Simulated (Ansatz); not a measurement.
Start from ZnTe in the zinc blende structure (space group F-43m, No. 216; a = 6.1147 Å). Axes: x, y, z lie along the cube axes.

All numbers come from Ansatz (a first-principles code), r2SCAN, PAW, cutoff 500 eV, no spin-orbit coupling, earlier PAW set.

A first run, uniaxial strain ε_yy = +1.59 %, gives secant values C11 ≈ 70 GPa and C12 ≈ 37 GPa from its stress. A second run applies isotropic strain −2.09 %.

Q: What does linear elasticity predict for the bulk modulus −ΔP/(ΔV/V₀) in the second run, and what does the run give?

A: Linear elasticity: (C11 + 2 C12)/3 = 48 GPa. The run gives 59 GPa; any difference comes from nonlinear terms at these strains and numerical noise.

Whether these cells are dynamically stable was not tested.
